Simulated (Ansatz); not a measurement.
# Hf3N2: convergence and cost

The task here is to estimate one member of a computed series from the others.

Computed with Ansatz 0.2.0 (DFT PBEsol, scalar-relativistic, plane waves, PAW, unless a step's input says otherwise).

1 further run of the same task is left out (set aside as unsound or not needed). Runs told in other sessions of the task aren't counted.

### The starting structure

Symmetry: R-3m, No. 166, trigonal system. Conventional cell: a = 3.199 Å, b = 3.199 Å, c = 23.265 Å, α = 90.00°, β = 90.00°, γ = 120.00°. Hf (site symmetry 3m) is surrounded by 3 N at 2.29 Å. Hf (site symmetry -3m) has 6 N at 2.24 Å in its first shell of neighbours. N (site symmetry 3m) is surrounded by 6 Hf at 2.24 to 2.29 Å.

Structure file:

```xyz
5
Lattice="1.5994 0.9234 7.7548 -1.5994 0.9234 7.7548 0.0000 -1.8469 7.7548" Properties=species:S:1:pos:R:3 pbc="T T T"
Hf    0.0000    0.0000   18.1328
Hf    0.0000    0.0000    5.1317
Hf    0.0000    0.0000    0.0000
N     0.0000    0.0000   14.2359
N     0.0000    0.0000    9.0286
```

Source of the structure: the Materials Project (structure only). It is taken as it stands there.

### The base run, which the others are set against

The input, input.yaml:

```yaml
crystal:
  lattice:
    - [1.5994260774, 0.9234290764, 7.7548432223]
    - [-1.5994260774, 0.9234290764, 7.7548432223]
    - [0.0, -1.8468581527, 7.7548432223]
  atoms:
    - { symbol: Hf, position: [0.77941866, 0.77941866, 0.77941866] }
    - { symbol: Hf, position: [0.22058134, 0.22058134, 0.22058134] }
    - { symbol: Hf, position: [0.0, 0.0, 0.0] }
    - { symbol: "N", position: [0.61191553, 0.61191553, 0.61191553] }
    - { symbol: "N", position: [0.38808447, 0.38808447, 0.38808447] }
basis:
  ecutwfc: 420
kpoints:
  mp_grid: { grid: [12, 12, 12] }
hamiltonian:
  xc: pbesol
scf:
  occupations: { method: gaussian, width: 0.1 }
output:
  forces: true
  stress: true
  eigenvalues: true
  populations: true
```

Its results, from an earlier run: -9511.7745 eV/atom at zero smearing, pressure -2.17 GPa, largest force 0.234 eV/Å, no gap on the mesh, in 10 SCF cycles and 24 s.

Set-up of the first run:

The input, input.yaml:

```yaml
crystal:
  lattice:
    - [1.5994260774, 0.9234290764, 7.7548432223]
    - [-1.5994260774, 0.9234290764, 7.7548432223]
    - [0.0, -1.8468581527, 7.7548432223]
  atoms:
    - { symbol: Hf, position: [0.77941866, 0.77941866, 0.77941866] }
    - { symbol: Hf, position: [0.22058134, 0.22058134, 0.22058134] }
    - { symbol: Hf, position: [0.0, 0.0, 0.0] }
    - { symbol: "N", position: [0.61191553, 0.61191553, 0.61191553] }
    - { symbol: "N", position: [0.38808447, 0.38808447, 0.38808447] }
basis:
  ecutwfc: 420
kpoints:
  mp_grid: { grid: [1, 1, 1] }
hamiltonian:
  xc: pbesol
scf:
  occupations: { method: gaussian, width: 0.1 }
output:
  forces: true
  stress: true
  eigenvalues: true
```

Started as:

```bash
ansatz run input.yaml --threads 1 --pin off --max-ram 2560MiB --backend cpu --events-out ev --progress --plain --runs-dir out
```

Among the steps run: K-point mesh: 1×1×1; K-point mesh: 3×3×3; K-point mesh set to 6×6×6; K-point mesh: 18×18×18.

One of the session's tables, all rows but one given; the rest of the session is left out.

| mesh | ΔE (meV/atom) | pressure (GPa) | largest change of a force component (eV/Å) |
| --- | --- | --- | --- |
| 1×1×1 | 1690 | 23.73 | 3.659 |
| 3×3×3 | 0.65 | -1.41 | 0.087 |
| 6×6×6 | ? | ? | ? |
| 12×12×12 | -0.40 | -2.17 | 0.003 |
| 18×18×18 | 0.00 | -2.18 | 0.000 |

Q: Estimate the row for 6×6×6 from the others.

**Answer.** ΔE (meV/atom): -2.12; pressure (GPa): -2.34; largest change of a force component (eV/Å): 0.035. In the column «ΔE (meV/atom)» it is the lowest.

Limits of these values: The error changes sign along the series, since a k mesh isn't variational, and a metal needs dense meshes to resolve its Fermi surface.
